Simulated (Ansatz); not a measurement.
# Zn (C2/m) in Ansatz: settings compared

Aim: see how the results for Zn move with the level of theory and the settings. Levels: HSE06, PBE0, r2SCAN0. Tasks: projected density of states.

Program: Ansatz 0.2.0. These are calculated values, not measurements. Logs are shortened: lines on timing, memory, paths and dates and some standing lists are left out, and cuts for length are marked.

**1. Starting point**

Symmetry: C2/m, No. 12, monoclinic system. Conventional cell: a = 4.536 Å, b = 2.617 Å, c = 7.472 Å, α = 90.00°, β = 102.30°, γ = 90.00°. Zn (site symmetry m) is surrounded by 12 Zn at 2.62 to 2.89 Å. Zn (site symmetry 2/m) is surrounded by 12 Zn at 2.62 to 2.89 Å.

This isn't the form of Zn at room conditions, which is hcp.

**2. Projected density of states, HSE06**

The input, input.yaml:

```yaml
crystal:
  lattice:
    - [2.2681701736, -1.30848701, 0.0]
    - [2.2681701736, 1.30848701, 0.0]
    - [-1.5917165425, 0.0, 7.3004081919]
  atoms:
    - { symbol: Zn, position: [0.77801786, 0.77801786, 0.33450498] }
    - { symbol: Zn, position: [0.22198214, 0.22198214, 0.66549502] }
    - { symbol: Zn, position: [0.0, 0.0, 0.0] }
hamiltonian:
  xc: hse06
  pseudopotentials: { kind: paw }
kpoints:
  mp_grid: { grid: [7, 7, 2] }
scf:
  occupations: { method: fermi_dirac, width: 0.05 }
  n_extra_bands: 7
output:
  forces: true
  stress: true
  eigenvalues: true
  dos: { projected: true, de: 0.05 }
```

Potentials or basis: Ansatz PAW.

Command:

```
$ ansatz run input.yaml --threads 2 --pin off --max-ram 5632MiB --backend cpu --events-out ev --progress --plain --runs-dir out
```

Output:

```text
Warning: output.stress: scf.convergence.dr2_threshold = 1e-7 eV (the SCF's general default) is looser than the 3e-10 eV advised for a printed stress (1e-10 eV for each atom of the cell: 3). What an SCF threshold leaves in a stress goes as its square root, and in the free energy as the threshold itself, and one threshold admits the most on a small cell: of the crystals measured, under no hybrid functional and no lock of the moments, on runs that ended without the residual-converged pass, on stresses that held no estimate of that error, the worst erred by over 100 MPa in a component at 1e-7 eV an atom and by under 5 at 1e-10. Set scf.convergence.dr2_threshold to 3e-10 eV or tighter. The threshold is an SCF's pass mark: one that does not reach it within its budget of iterations ends unconverged, or closes short of it on a stop that the run arms, and scf.convergence.dr2_threshold's page says what that costs each kind of run
Warning: output.stress: scf.exx.energy_threshold = 1e-6 eV is looser than the 3e-8 eV advised for a stress under a hybrid functional (1e-8 eV for each atom of the cell: 3). Every SCF of the exchange loop can meet its threshold on dr2 while the loop round them stops early: no threshold on dr2 bounds what that leaves in the stress. Set scf.exx.energy_threshold to 3e-8 eV or tighter. The threshold is the loop's pass mark: a loop that does not reach it within its budget of cycles ends unconverged, and scf.exx.energy_threshold's page has the law
Warning: RAYON_NUM_THREADS=2 ignored (pool sized by the plan → 2); use --threads N
scf.n_extra_bands = 7 over 18 filled bands (N_el = 36.0): the run solves 25 bands
Engine: ansatz 0.2.0, aarch64-unknown-linux-gnu
Pseudopotentials: kind: paw
Pseudopotential: Zn, paw, valence charge 12, recommended cutoff 420 eV (normal), Zn.paw.azcp
Functional definition: HSE06
  parameter a = 0.25
  parameter omega = 0.11/bohr
  exchange = pbe_x - a*pbe_x_sr(omega) + a*exact_x_sr(omega)
  correlation = pbe_c
Crystal: 3 atoms, lattice volume = 43.333 Å³
Basis set: ecut = 420 eV, 871 PW (Γ), exchange–correlation on 36×36×100 points (8 copies of the dense FFT grid, shifted against one another)
Bands: 25, of which v1, the nominal top of the filled ones, is band 18 counted from 1 (17 counted from 0)
Symmetry: 4 space group operations
Space group: C2/m (ITA 12), of the structure as read, at distance tolerance 3.5e-5 Å
k-points: 32 of 98
Non-local potential: Zn, projectors of the file, l = 0: 2, l = 1: 2, l = 2: 3, l = 3: 1
PAW form: soft (Blöchl's): semilocal exchange-correlation on the pseudo side does not see the compensation charge
PAW frozen core: Zn, regenerated for the run's functional, and the local potential with it (the file was generated under x = pbe(κ = 0.804, μ = 0.2195149727645171), c = pbe(β = 0.06672455060314922))
PAW one-centre angular grid: Zn, 590 points (default); XC on 64 Gauss nodes
Initial density: superposition of atomic densities (neutral atoms: chi_scale 0, normalization atom), corrected by the library's trained network
Initial wavefunctions: pseudopotential atomic-orbital guess
Functional: x = pbe(κ = 0.804, μ = 0.2195149727645171), c = pbe(β = 0.06672455060314922), warm-up for x = pbe(κ = 0.804, μ = 0.2195149727645171) + 0.25 (exact − pbe) at short range (hse, ω = 0.20786987370883472 Å⁻¹), c = pbe(β = 0.06672455060314922); HSE06 as pw.x's `hse` composes it (authors' and Libxc's form: `xc: wpbeh`)
SCF iter   1: F=—  HF=-9957.162979 eV  |F-HF|=—  |Δ(HF+E_count)|=         —  Δρ=2.93e-3  dr2=1.83e-3  ethr=1.77e-3  ⟨swp⟩=12.2  Hψ=4022  notcnv=1
preconditioner: auto → none  [metal: Δε(μ)=0.084 eV  Ē_g=14.168 eV  σ=0.050 eV  W_gap=0.35  n_scr=6 (ndim 8)  ℏωp=33.8 eV  f_vac=0.000  D(μ)=1.10/eV (n_scr^D=4)  sad-step TF]
SCF iter   2: F=—  HF=-9957.162450 eV  |F-HF|=—  |Δ(HF+E_count)|=   5.29e-4  Δρ=1.18e-3  dr2=4.72e-4  ethr=5.08e-6  ⟨swp⟩=4.2  Hψ=2582  notcnv=0  defer=3
SCF iter   3: F=—  HF=-9957.162281 eV  |F-HF|=—  |Δ(HF+E_count)|=   1.69e-4  Δρ=4.99e-4  dr2=1.42e-4  ethr=1.31e-6  ⟨swp⟩=3.1  Hψ=1894  notcnv=0
[... 39 lines left out ...]
SCF 3 converged in 6 iterations: F = -9956.925534 eV  dr2 = 4.04e-10
  Residual-converged pass: ⟨swp⟩=2.6  Hψ=1343  notcnv=0  max |occ|·‖R‖ = 2.7e-7 eV (tolerance 2.7e-7 eV)  dr2=4.04e-10  dr2_onsite=4.16e-10  max |Δocc| = 2.0e-13
hybrid outer 2: dexx = +1.331e-6 eV, tail = 2.91e-8 eV, Δε = 9.24e-3 eV (about 2.24e-4 eV left of the loop's levels), ΔF = 6.58e-4 eV/Å (tail 2.21e-4)
hybrid SCF converged: 2 outer / 14 inner (+10 warm-up), last move |dexx| = 1.33e-6 eV, tail = 2.91e-8 eV
Stability not checked: this state was not tested for a lower state beside it, because the functional holds exact exchange (a hybrid, or Hartree-Fock), whose exchange loop this test does not read (fock_operator; see scf.lower_state_search)
Free energy (F): -9956.925534 eV
Frozen-core exchange: fock
Harris-Foulkes:  -9956.925534 eV  (|F-HF|=7.44e-10)
Internal energy: -9956.918763 eV  (E = F + TS)
E sigma→0 (E₀):  -9956.922149 eV
Entropy (-TS):   -0.006771 eV (-2.257 meV/atom)
Fermi energy:    11.721641 eV
--- Per-component energies (eV) ---
  E_band       = 95.582288
  E_kinetic    = 393.131458
  E_local      = -4539.108665  (includes V_loc(G=0)·N_el)
  E_nonlocal   = 1843.791572
  E_hartree    = 1919.425052
  E_xc         = -328.156164
  E_vxc        = -127.052512  (∫ρ·V_xc dr)
  E_exx        = -124.475448  (= α·E_x^exact, valence–valence)
  E_paw        = -5444.840937  (= ΣΔE_a)
  E_vpaw       = -1065.076059  (= ΣTr[D̂ρ^β])
  E_aug_tail   = -0.001126  (compensation charges beyond the density's cutoff)
  E_ewald      = -3678.606507
  E_core_change = 1.922000  (= ΣΔE_core)
  E_smearing   = -0.006771  (= −TS)
  E_closure    = -0.000000  (closes the sum)
  Σ components = -9956.925534   (vs F -9956.925534, Δ=0.00e0)
--- Forces (eV/Å), atoms counted from 1 ---
  atom   1  Zn     0.00310456     0.00000000    -0.00057595
  atom   2  Zn    -0.00310456    -0.00000000     0.00057595
  atom   3  Zn    -0.00000000     0.00000000    -0.00000000
  max |Σ_I F_I| component: 2.52e-29 eV/Å
--- Stress (GPa, compression-positive) ---
        4.660898      -0.000000       2.383528
       -0.000000       2.704778       0.000000
        2.383528       0.000000       3.829662
  P = ⅓ Tr σ = 3.7318 GPa (37.318 kbar)
--- Band table (eV; the first three rows and the last of 32) ---
  k-point 0: bands = ["-0.3866", "0.8317", "0.8323", "1.4161", "1.6786", "1.6790", "1.6944", "1.6977", "1.7303", "1.7341", "2.0978", "2.1044", "2.2754", "2.2780", "2.2852", "2.2885", "3.4646", "3.5102", "13.6634", "13.7280", "26.8482", "30.4329", "31.6341", "31.7283", "31.9155"]
  k-point 1: bands = ["0.2750", "0.3148", "0.8263", "1.5416", "1.5435", "1.6781", "1.6791", "1.7012", "1.7057", "1.7222", "1.7229", "2.1551", "2.1637", "2.1656", "2.1775", "2.3343", "2.3384", "7.3811", "8.2187", "20.5461", "20.6301", "31.2275", "31.2514", "31.8604", "32.4920"]
  k-point 2: bands = ["0.3041", "1.0907", "1.0948", "1.4786", "1.6020", "1.6352", "1.6966", "1.8276", "1.8489", "1.8734", "1.8775", "1.9556", "2.0450", "2.0511", "2.2628", "2.2848", "3.9457", "4.6082", "13.7211", "14.9757", "24.9806", "26.1313", "27.3838", "28.3525", "29.1189"]
  k-point 31: bands = ["1.0861", "1.1269", "1.1463", "1.2620", "1.2885", "1.5946", "1.7582", "1.9584", "2.0031", "2.1283", "2.1649", "2.3565", "2.3932", "2.4159", "2.4236", "9.0868", "9.7087", "10.6035", "13.1133", "13.5305", "14.4226", "19.6725", "19.7013", "19.9341", "21.0252"]
```

pdos.tsv:

```text
# format = ansatz-pdos/7
# g_bin_mean(E): the states in a bin one row spacing wide, centred on E, divided by that spacing. States that the method places at a single energy (under output.dos.method: tetrahedron, those of a tetrahedron whose four corners have one energy) are counted whole in the row whose bin holds that energy (on the edge of two bins, in the lower row). The sum of g_bin_mean over a run of rows, times the row spacing, is the number of states from half a spacing under the first of them to half a spacing over the last (a plain sum, not the trapezoid rule).
[... 14 lines left out ...]
-12.358283	0.000000e0
[... 3933 lines left out ...]
12.841717	4.202817e-5	6.134170e-6	3.119921e-6	2.885672e-6	1.568913e-5	1.419927e-5
12.891717	4.078007e-5	5.905023e-6	2.984352e-6	2.762386e-6	1.529996e-5	1.382836e-5
12.941717	3.955396e-5	5.683870e-6	2.851975e-6
```

Run time: 21 s. Hardware: 2 threads of Arm Neoverse V2, shared host; peak memory 0.89 GiB.

What came out:

```yaml
Free_energy: -9956.9255 eV
Pressure: 3.7 GPa
Largest_force: 0.003 eV/Å
Band_gap_on_the_k_mesh: none (metal or under the smearing width)
Density_of_states_at_the_Fermi_level: 0.32 states/eV per cell
```

Forces in eV/Å, atoms in the order of the input:
```
Zn   0.003  0.000 -0.001
Zn  -0.003  0.000  0.001
Zn   0.000  0.000  0.000
```

Stress tensor (GPa, compression positive):
```
4.66 0.00 2.38
0.00 2.70 0.00
2.38 0.00 3.83
```

Levels at points of the mesh, in eV from the Fermi level:
| k point | band 15 | band 16 | band 17 | band 18 | band 19 | band 20 | band 21 | band 22 |
| --- | --- | --- | --- | --- | --- | --- | --- | --- |
| (0.00, 0.00, 0.00) | -9.44 | -9.43 | -8.26 | -8.21 | 1.94 | 2.01 | 15.13 | 18.71 |
| (0.00, 0.00, -0.50) | -9.54 | -9.39 | -9.38 | -4.34 | -3.50 | 8.82 | 8.91 | 19.51 |

States per cell in windows of 0.5 eV (zero at the Fermi level; states under -8 eV left out):
```csv
from (eV),total,Zn 4s,Zn 3d
-8.0,0.24,0.17,0.06
-7.5,0.24,0.18,0.05
-7.0,0.25,0.19,0.04
-6.5,0.25,0.20,0.03
-6.0,0.27,0.21,0.03
-5.5,0.30,0.22,0.03
-5.0,0.35,0.24,0.02
-4.5,0.36,0.24,0.02
-4.0,0.38,0.24,0.02
-3.5,0.39,0.23,0.02
-3.0,0.47,0.27,0.02
-2.5,0.30,0.16,0.01
-2.0,0.32,0.15,0.01
-1.5,0.54,0.18,0.01
-1.0,0.26,0.08,0.00
-0.5,0.17,0.05,0.00
0.0,0.16,0.03,0.00
0.5,0.24,0.08,0.00
1.0,0.42,0.16,0.01
1.5,0.44,0.14,0.01
2.0,0.57,0.16,0.01
2.5,0.51,0.12,0.00
3.0,0.56,0.16,0.00
3.5,0.43,0.12,0.00
4.0,0.45,0.11,0.00
4.5,0.44,0.09,0.00
5.0,0.39,0.06,0.00
5.5,0.46,0.05,0.00
6.0,0.54,0.05,0.00
6.5,0.57,0.05,0.00
7.0,0.58,0.04,0.00
7.5,0.56,0.04,0.00
```

Caveat: the k mesh is coarse (spacing up to 0.43 Å⁻¹), so the values aren't converged, least of all with exact exchange; the PAW data sets come from PBE, with cores solved anew for the run's functional, which leaves a small shift of forces and pressure; the density of states is complete only up to the lowest level of the last band computed; the thresholds are loose for stress.

**3. Projected density of states, PBE0**

Changes to input.yaml since step 2:

```diff
@@ -10,3 +10,3 @@
 hamiltonian:
-  xc: hse06
+  xc: pbe0
   pseudopotentials: { kind: paw }
```

Potentials or basis: Ansatz PAW.

Command:

```
$ ansatz run input.yaml --threads 2 --pin off --max-ram 5632MiB --backend cpu --events-out ev --progress --plain --runs-dir out
```

It took 27 s on 2 threads of Arm Neoverse V2, shared host; peak memory 0.92 GiB.

Results (log left out):

* Free energy: -9957.1120 eV
* Pressure: 3.3 GPa
* Largest force: 0.006 eV/Å
* Band gap on the k mesh: none (metal or under the smearing width)
* Density of states at the Fermi level: 0.29 states/eV per cell

Forces in eV/Å, atoms in the order of the input:
```
Zn   0.006  0.000  0.002
Zn  -0.006  0.000 -0.002
Zn   0.000  0.000  0.000
```

Stress tensor (GPa, compression positive):
```
4.24 0.00 2.78
0.00 1.88 0.00
2.78 0.00 3.66
```

Levels at points of the mesh, in eV from the Fermi level:
| k point | band 16 | band 17 | band 18 | band 19 | band 20 | band 21 |
| --- | --- | --- | --- | --- | --- | --- |
| (0.00, 0.00, 0.00) | -9.94 | -8.80 | -8.75 | 2.17 | 2.23 | 15.43 |
| (0.00, 0.00, -0.50) | -9.89 | -9.89 | -4.81 | -3.95 | 9.14 | 9.22 |

States per cell in windows of 1 eV (zero at the Fermi level; states under -8 eV left out):
| from (eV) | total | Zn 4s | Zn 3d |
| --- | --- | --- | --- |
| -8.0 | 0.49 | 0.37 | 0.09 |
| -7.0 | 0.51 | 0.40 | 0.06 |
| -6.0 | 0.63 | 0.45 | 0.05 |
| -5.0 | 0.71 | 0.46 | 0.04 |
| -4.0 | 0.80 | 0.47 | 0.03 |
| -3.0 | 0.61 | 0.32 | 0.02 |
| -2.0 | 0.80 | 0.27 | 0.01 |
| -1.0 | 0.32 | 0.09 | 0.01 |
| 0.0 | 0.31 | 0.07 | 0.00 |
| 1.0 | 0.73 | 0.28 | 0.01 |
| 2.0 | 1.00 | 0.28 | 0.01 |
| 3.0 | 1.01 | 0.28 | 0.01 |
| 4.0 | 0.87 | 0.21 | 0.00 |
| 5.0 | 0.80 | 0.12 | 0.00 |
| 6.0 | 1.05 | 0.11 | 0.00 |
| 7.0 | 1.15 | 0.09 | 0.00 |

Caveat: the k mesh is coarse (spacing up to 0.43 Å⁻¹), so the values aren't converged, least of all with exact exchange; the PAW data sets come from PBE, with cores solved anew for the run's functional, which leaves a small shift of forces and pressure; the density of states is complete only up to the lowest level of the last band computed; the thresholds are loose for stress.

(Part 1 of 2 ends here.)
